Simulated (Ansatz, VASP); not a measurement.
Si2W in VASP and in Ansatz

The input INCAR:

```
SYSTEM = Si2W
  PREC = Accurate
  ENCUT = 520
  EDIFF = 1E-6
  ISMEAR = -1
  SIGMA = 0.05
  LREAL = .FALSE.
  LASPH = .TRUE.
  NELM = 80
  ALGO = Normal
  ISIF = 2
  LWAVE = .FALSE.
  LCHARG = .FALSE.
  GGA = PS
  NBANDS = 18
```

Contents of KPOINTS:

```
regular mesh
0
G
  10 10 10
  0 0 0
```

Contents of POSCAR:

```
Si2W
1.0
   -1.6069000000      1.6069000000      3.9932490000
    1.6069000000     -1.6069000000      3.9932490000
    1.6069000000      1.6069000000     -3.9932490000
W Si
1 2
Direct
    0.0000000000      0.0000000000      0.0000000000
    0.6653000000      0.6653000000      0.0000000000
    0.3347000000      0.3347000000      0.0000000000
```

input.yaml

```yaml
crystal:
  lattice:
    - [-1.6069, 1.6069, 3.993249]
    - [1.6069, -1.6069, 3.993249]
    - [1.6069, 1.6069, -3.993249]
  atoms:
    - { symbol: W, position: [0.0, 0.0, 0.0] }
    - { symbol: Si, position: [0.6653, 0.6653, 0.0] }
    - { symbol: Si, position: [0.3347, 0.3347, 0.0] }
hamiltonian:
  xc: pbesol
  pseudopotentials: { kind: paw }
kpoints:
  mp_grid: { grid: [10, 10, 10] }
scf:
  occupations: { method: fermi_dirac, width: 0.05 }
output:
  forces: true
  stress: true
  eigenvalues: true
```

Alike in both runs: task single point; functional PBEsol; k mesh 10 × 10 × 10; occupations fermi-dirac, width 0.05 eV; no spin polarisation.

```csv
,VASP,Ansatz
version,VASP 6.6.1,Ansatz 0.2.0
potentials or method,"VASP PAW PBE potentials, release 64 (W_sv, Si)",Ansatz PAW
plane-wave cutoff (eV),520,420
valence electrons in the cell,22,22
```

```csv
,VASP,Ansatz,Ansatz less VASP
gap on the k mesh at the Fermi level (eV),none,none,-
pressure (GPa),-6.3,-6.5,-0.26
largest component of the traceless stress (GPa),5.12,5.07,-0.049
rms of the force components (eV/Å),0.026,0.029,+0.0027
```

Atom by atom the forces differ by 0.003 eV/Å (rms over components). A gap of «none» marks a metal or a gap that the smearing closes.

Caveats: the PAW data sets were made with another functional, which shifts forces and pressure a little (VASP); the PAW data sets come from PBE, with cores solved anew for the run's functional, which leaves a small shift of forces and pressure (Ansatz). The runs have no spin-orbit coupling, so splittings on W are missing.
